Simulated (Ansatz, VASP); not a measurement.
This is a calculation of GaAs for VASP 6.6.1. 

The input INCAR:

```
SYSTEM = GaAs
ALGO = Normal
EDIFF = 1E-6
ENCUT = 520
GGA = PE
ISIF = 2
ISMEAR = 0
LASPH = .True.
LCHARG = .True.
LELF = .True.
LREAL = .False.
LVHAR = .True.
LWAVE = .False.
NBANDS = 16
NELM = 60
PREC = Accurate
SIGMA = 0.025
```

The input KPOINTS:

```
k-points
0
Gamma
  8 8 8
  0 0 0
```

POSCAR

```
GaAs
1.0
    0.0000000000      2.8268500000      2.8268500000
    2.8268500000      0.0000000000      2.8268500000
    2.8268500000      2.8268500000      0.0000000000
As Ga
1 1
Direct
    0.7500000000      0.7500000000      0.7500000000
    0.0000000000      0.0000000000      0.0000000000
```

Potentials or basis: VASP PAW PBE potentials, release 64 (As, Ga_d).

The run is started by

```bash
$ cat potpaw_PBE.64/As/POTCAR potpaw_PBE.64/Ga_d/POTCAR > POTCAR
$ mpirun -np 1 vasp_std > vasp.out
```

Q: Translate it to Ansatz 0.2.0. Potentials or basis there: all-electron LAPW, scalar-relativistic.

A: As run (cutoffs and basis follow the program's own potentials, and thresholds, step limits or extra output files can differ):

Contents of input.yaml:

```yaml
crystal:
  lattice:
    - [0.0, 2.82685, 2.82685]
    - [2.82685, 0.0, 2.82685]
    - [2.82685, 2.82685, 0.0]
  atoms:
    - { symbol: As, position: [0.75, 0.75, 0.75] }
    - { symbol: Ga, position: [0.0, 0.0, 0.0] }
kpoints:
  mp_grid: { grid: [8, 8, 8] }
scf:
  occupations: { method: gaussian, width: 0.025 }
hamiltonian:
  xc: pbe
  pseudopotentials: { kind: all_electron, lapw: { basis_error: 0.001 } }
output:
  forces: true
  stress: true
  eigenvalues: true
```

Potentials or basis: all-electron LAPW, scalar-relativistic.

Command:

```sh
$ ansatz run input.yaml --threads 1 --pin off --max-ram 3072MiB --backend cpu --events-out ev --progress --plain --runs-dir out
```

Both were run:

|  | VASP | Ansatz |
| --- | --- | --- |
| Pressure | 3.4 GPa | 3.3 GPa |

Where Ansatz's input types no cutoff or centring, it takes its own default and a Γ-centred mesh.

Pressure is positive in compression.
